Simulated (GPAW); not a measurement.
The system is BP.

```
P B
1.0
     0.00000    2.26900    2.26900
     2.26900    0.00000    2.26900
     2.26900    2.26900    0.00000
P B
1 1
Direct
  0.25000 0.25000 0.25000
  0.00000 0.00000 0.00000
```

Base run:

- Program: GPAW 26.7.0
- Functional: SCAN
- Potentials or basis: GPAW PAW data sets (gpaw-data 1.2.1)
- Cutoff: 800 eV
- Basis: pw
- k mesh: 10 × 10 × 10
- Occupations: fermi-dirac, width 0.05 eV
- Spin: no spin polarisation

Its results: band gap on the k mesh 1.53 eV, indirect (least direct gap 3.78 eV); pressure -1.2 GPa.

**Question.** The run is repeated on the same cell with these changes: functional from SCAN to PBEint; potentials or basis from GPAW PAW data sets (gpaw-data 1.2.1) to PAW data sets generated in the run's folder for this functional. What comes out?

**Answer.** Band gap on the k mesh 1.12 eV, indirect (least direct gap 3.35 eV); pressure -0.5 GPa.

Caveats: the PAW data sets were made with another functional, which shifts forces and pressure a little (some runs).
